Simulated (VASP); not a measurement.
H, 12 atoms in the cell. The cell holds a amorphous, 12 atoms: a = 5.451 Å, b = 5.451 Å, c = 5.451 Å, α = 90.00°, β = 90.00°, γ = 90.00°. The cell was built by a generator and needn't be a form met in nature.

| Item | Value |
| --- | --- |
| Program | VASP 6.6.1 |
| Task | molecular dynamics |
| Functional | PBE |
| Dispersion | D3(BJ) |
| Potentials or basis | VASP PAW PBE potentials, release 64 (H) |
| Cutoff | 520 eV |
| k mesh | 1 × 1 × 1 |
| Occupations | fermi-dirac, width 0.05 eV |
| Spin | no spin polarisation |
| Dipole correction | no |
| Further INCAR settings | ALGO = Normal; EDIFF = 1e-05; ISYM = 0; IBRION = 0; POTIM = 0.5; NSW = 40 |

Potentials or basis: VASP PAW PBE potentials, release 64 (H).

Command:

```console
$ cat potpaw_PBE.64/H/POTCAR > POTCAR
$ mpirun -np 1 vasp_gam > vasp.out
```

Hardware: 1 thread of Intel(R) Xeon(R) 6975P-C (Granite Rapids) (shared host).

Q: Estimate the wall time of this run.

A: Wall time 93 s on 1 thread of Intel(R) Xeon(R) 6975P-C (Granite Rapids), with other jobs on the host, peak memory 0.26 GiB. Counts: scf iterations 194, k points 1, ion steps 40.
